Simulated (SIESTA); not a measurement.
Write the native input for SIESTA 5.4.2 that does the following.

```yaml
Task: relaxation of cell and atoms
Functional: PBE
Potentials_or_basis: PseudoDojo 0.4 standard (PBE files)
Basis: DZP (energy shift 0.003 Ry; two zetas on semicore shells)
Grid_cutoff: 800 Ry
Energy_shift: 0.003 Ry
k_mesh: 8 × 8 × 8
Occupations: fermi-dirac, width 0.05 eV
Spin: no spin polarisation
Target_pressure: 30 GPa
optimiser: Broyden
force_tolerance: 0.04 eV/Å
```

Ir:

```
Ir
1.0
     0.00000    1.91560    1.91560
     1.91560    0.00000    1.91560
     1.91560    1.91560    0.00000
Ir
1
Direct
  0.00000 0.00000 0.00000
```

These files were run (other wordings do the same):

Ir.fdf

```
SystemName                      Iridium
SystemLabel                     Ir
NumberOfSpecies                 1
NumberOfAtoms                   1
%block ChemicalSpeciesLabel
  1  77 Ir
%endblock ChemicalSpeciesLabel

LatticeConstant                 1.0 Ang
%block LatticeVectors
     0.0000000000     1.9156000000     1.9156000000
     1.9156000000     0.0000000000     1.9156000000
     1.9156000000     1.9156000000     0.0000000000
%endblock LatticeVectors
AtomicCoordinatesFormat         Ang
%block AtomicCoordinatesAndAtomicSpecies
     0.0000000000     0.0000000000     0.0000000000  1
%endblock AtomicCoordinatesAndAtomicSpecies

%block kgrid.MonkhorstPack
    8   0   0  0.0
    0   8   0  0.0
    0   0   8  0.0
%endblock kgrid.MonkhorstPack
XC.Functional                   GGA
XC.Authors                      PBE
PAO.BasisSize                   DZP
PAO.EnergyShift                 0.003 Ry
Mesh.Cutoff                     800 Ry
OccupationFunction              FD
ElectronicTemperature           0.05 eV
MaxSCFIterations                120
SCF.MustConverge                false
SCF.Mixer.Method                Pulay
SCF.Mixer.Weight                0.25
SCF.Mixer.History               8
SCF.DM.Tolerance                5.0e-05
SCF.H.Tolerance                 1.0e-03 eV
WriteForces                     true
Charge.Mulliken                 end
MD.TypeOfRun                    Broyden
MD.Steps                        40
MD.MaxForceTol                  0.04 eV/Ang
MD.MaxDispl                     0.1 Ang
WriteCoorStep                   true
AtomCoorFormatOut               Fractional
MD.VariableCell                 true
MD.MaxStressTol                 0.1 GPa
Target.Pressure                 30 GPa
%block PAO.Basis
  Ir 5
  n=5 0 2
    2.793 0.000
  n=6 0 2
    6.789 0.000
  n=5 1 2
    3.326 0.000
  n=6 1 1
    6.789
  n=5 2 2
    5.613 0.000
%endblock PAO.Basis
```

Potentials or basis: PseudoDojo 0.4 standard (PBE files), DZP (energy shift 0.003 Ry; two zetas on semicore shells).

The run is started by

```sh
$ siesta Ir.fdf > Ir.out 2>&1
```

Results of the run:

* Relaxed volume: 13.64 Å³/atom
* Relaxed cell: a = 2.682 Å, b = 2.682 Å, c = 2.682 Å, α = 60.00°, β = 60.00°, γ = 60.00°
* Space group after relaxing (to 0.05 Å): Fm-3m (No. 225)
* Energy change on relaxing (the enthalpy is what falls): +58.8 meV/atom
* Ionic steps: 5
* Pressure after relaxing: 30.1 GPa
* Band gap on the k mesh: none (metal or under the smearing width)

Caveat: short orbitals over semicore shells can move pressures by several GPa; the valence orbitals were made in a potential fitted to the semicore shell under them, which widens gaps by tenths of an eV or more; the basis of atomic orbitals isn't converged, which shifts pressures, moduli and gaps.

Run time: 65 s on 1 thread of Arm Neoverse V1, on a shared host, peak memory 0.19 GiB.
